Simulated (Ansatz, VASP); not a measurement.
## HfO2 in VASP and in Ansatz

Contents of INCAR:

```
PREC     = Accurate       # precision mode
ENCUT    = 520            # plane-wave cutoff, eV
EDIFF    = 1E-7           # SCF threshold, eV
ISMEAR   = 0              # smearing method
SIGMA    = 0.05           # smearing width, eV
LREAL    = False          # projectors in reciprocal space
LASPH    = True           # aspherical terms in the spheres
NELM     = 60             # most SCF steps
ALGO     = Normal         # electronic algorithm
ISIF     = 2              # what is computed and relaxed
LWAVE    = False          # write WAVECAR
LCHARG   = False          # write CHGCAR
GGA      = PE             # functional
NBANDS   = 18             # bands
```

File KPOINTS:

```
Automatic mesh
0
Gamma
  8 8 8
```

POSCAR

```
HfO2
1.0
    0.0000000000      2.6598000000      2.7621000000
    2.6598000000      0.0000000000      2.7621000000
    2.6598000000      2.6598000000      0.0000000000
Hf O
1 2
Direct
    0.0000000000      0.0000000000      0.0000000000
    0.2500000000      0.2500000000      0.2500000000
    0.7500000000      0.7500000000      0.7500000000
```

Input for Ansatz:

```yaml
crystal:
  lattice:
    - [0.0, 2.6598, 2.7621]
    - [2.6598, 0.0, 2.7621]
    - [2.6598, 2.6598, 0.0]
  atoms:
    - { symbol: Hf, position: [0.0, 0.0, 0.0] }
    - { symbol: O, position: [0.25, 0.25, 0.25] }
    - { symbol: O, position: [0.75, 0.75, 0.75] }
basis:
  ecutwfc: 420
kpoints:
  mp_grid: { grid: [8, 8, 8] }
hamiltonian:
  xc: pbe
scf:
  occupations: { method: gaussian, width: 0.05 }
output:
  forces: true
  stress: true
  eigenvalues: true
```

Change from the starting cell: strain +0.040 along x and y, +0.080 along z, atoms carried along.

Alike in both runs: task single point; functional PBE; k mesh 8 × 8 × 8; occupations gaussian, width 0.05 eV; no spin polarisation.

```csv
,VASP,Ansatz
version,VASP 6.6.1,Ansatz 0.2.0
potentials or method,"VASP PAW PBE potentials, release 64 (Hf_pv, O)","scalar-relativistic, plane waves, PAW"
plane-wave cutoff (eV),520,420
valence electrons in the cell,22,38
```

Ansatz gave:

* gap on the k mesh at the Fermi level (eV): 3.07
* least direct gap on the mesh (eV): 3.14
* pressure (GPa): -28.6
* largest component of the traceless stress (GPa): 9.23

Q: Estimate VASP's values.

A: gap on the k mesh at the Fermi level (eV): 3.04; least direct gap on the mesh (eV): 3.12; pressure (GPa): -30.9; largest component of the traceless stress (GPa): 9.33.

With one functional, cell and mesh, what is left measures potentials, basis and numerics. The two sets of potentials don't hold the same shells in valence.

Caveats: the cell as given lies far from equilibrium; so large a pressure means that the cell lies far from this level's equilibrium, or that cutoff or potentials fall short (VASP); spin-orbit coupling is left out, which moves the levels of the heavy elements. A k mesh can miss the band edges.
